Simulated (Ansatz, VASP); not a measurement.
**Hf2C: VASP beside Ansatz**

INCAR

```
PREC = Accurate ; ENCUT = 600
EDIFF = 1E-7 ; ISMEAR = 0
SIGMA = 0.1 ; LREAL = False
LASPH = True ; NELM = 60
ALGO = Normal ; ISIF = 3
LWAVE = False ; LCHARG = False
GGA = PE ; IBRION = 2
NSW = 90 ; EDIFFG = -0.04
```

File KPOINTS:

```
regular mesh
0
Gamma
  6 6 6
```

Contents of POSCAR:

```
Hf2C
1.0
    2.2386030900      1.2924581000      3.0212059100
   -2.2386030900      1.2924581000      3.0212059100
    0.0000000000     -2.5849162000      3.0212059100
Hf C
2 1
Direct
    0.2032343100      0.2032343100      0.2032343100
    0.7967656900      0.7967656900      0.7967656900
    0.0000000000      0.0000000000      0.0000000000
```

Input for Ansatz:

```yaml
crystal:
  lattice:
    - [2.23860309, 1.2924581, 3.02120591]
    - [-2.23860309, 1.2924581, 3.02120591]
    - [0.0, -2.5849162, 3.02120591]
  atoms:
    - { symbol: Hf, position: [0.20323431, 0.20323431, 0.20323431] }
    - { symbol: Hf, position: [0.79676569, 0.79676569, 0.79676569] }
    - { symbol: C, position: [0.0, 0.0, 0.0] }
basis:
  ecutwfc: 420
kpoints:
  mp_grid: { grid: [6, 6, 6] }
hamiltonian:
  xc: pbe
scf:
  occupations: { method: gaussian, width: 0.1 }
  lower_state_search: "off"
output:
  forces: true
  stress: true
  eigenvalues: true
relax:
  adjacent_minimum: "off"
  f_tol: 0.04
  max_steps: 70
  cell: { stress_tol: 0.4 }
```

Alike in both runs: task relaxation of cell and atoms; functional PBE; k mesh 6 × 6 × 6; occupations gaussian, width 0.1 eV; no spin polarisation.

```csv
,VASP,Ansatz
version,VASP 6.6.1,Ansatz 0.2.0
potentials or method,"VASP PAW PBE potentials, release 64 (Hf_pv, C)","scalar-relativistic, plane waves, PAW"
plane-wave cutoff (eV),600,420
valence electrons in the cell,24,56
```

Ansatz gave:

- gap on the k mesh at the Fermi level, each at its own relaxed structure (eV): none
- relaxed volume (Å³/atom): 15.55
- relaxed cell length with the largest relative difference (Å): 3.924
- energy change over the relaxation (meV/atom): -1394

Q: Which values does VASP return?

A: gap on the k mesh at the Fermi level, each at its own relaxed structure (eV): none; relaxed volume (Å³/atom): 15.45; relaxed cell length with the largest relative difference (Å): 3.920; energy change over the relaxation (meV/atom): -1403.

A gap of «none» marks a metal or a gap that the smearing closes. The two sets of potentials don't hold the same shells in valence.

Spin-orbit coupling is left out, which matters for the levels of Hf.
